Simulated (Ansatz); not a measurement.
# Si: excitons and shallow donors from band masses and screening

All numbers below come from DFT PBE, scalar-relativistic, plane waves, PAW in Ansatz 0.2.0.

Settings: cutoff 420 eV, Γ-centred mesh 10×10×10 on the computed 2-atom cell, Gaussian smearing of 0.02 eV; no spin polarisation.

Relaxed cell: Fd-3m, a = 5.470 Å, b = 5.470 Å, c = 5.470 Å, α = 90.00°, β = 90.00°, γ = 90.00°, 2 atoms in the primitive cell.

The calculation gives a Kohn–Sham gap of 0.61 eV, an electron mass of 0.266 mₑ and a hole mass of 0.219 mₑ (harmonic means over x, y, z and over the bands degenerate at each edge), and ε∞ = 13.58 (independent particles, mean of the diagonal). The masses depend on direction at the band edges, which the isotropic model averages.

Estimate the binding energy and radius of a Wannier–Mott exciton and of a shallow donor, and say whether the hydrogenic model can hold.

The reduced mass is μ = mₙmₕ/(mₙ + mₕ) = 0.12 mₑ, with mₙ and mₕ the band masses. With E_b = 13.606 eV × μ/ε² and a = 0.529 Å × ε/μ (μ in mₑ) the exciton has E_b = 8.9 meV and a = 60 Å. For a donor μ is the electron mass: 19.6 meV and 27 Å. The exciton's radius is 15 times the shortest lattice vector (3.87 Å), so the continuum picture is reasonable. In a polar crystal the ions screen too, so a state bound more weakly than an optical phonon feels the larger static constant, which lowers the energy and widens the orbit. The other way, the small Kohn–Sham gap and the missing local fields make ε∞ too large and the masses tend to be too light, which underbinds. The edges lie at different points of the zone, so the exciton is indirect.